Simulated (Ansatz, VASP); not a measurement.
# One calculation of Lu, two programs

```
CELL_PARAMETERS angstrom
-2.00804 2.00804 2.00804
2.00804 -2.00804 2.00804
2.00804 2.00804 -2.00804
ATOMIC_POSITIONS crystal
Lu 0.00000 0.00000 0.00000
```

Alike in both runs: task single point; functional RPBE; k mesh 13 × 13 × 13; occupations fermi-dirac, width 0.1 eV; no spin polarisation.

|  | VASP | Ansatz |
| --- | --- | --- |
| version | VASP 6.6.1 | Ansatz 0.2.0 |
| potentials or method | VASP PAW PBE potentials, release 64 (Lu) | plane waves (420 eV) with PAW, scalar-relativistic |
| plane-wave cutoff (eV) | 520 | 420 |
| valence electrons in the cell | 25 | 25 |

Ansatz gave:

```
pressure (GPa) : -1.5
```

Which values does VASP return?

Pressure (GPa): -1.4.

Caveats: the PAW data sets were made with another functional, which shifts forces and pressure a little (VASP). The runs have no spin-orbit coupling, so splittings on Lu are missing.
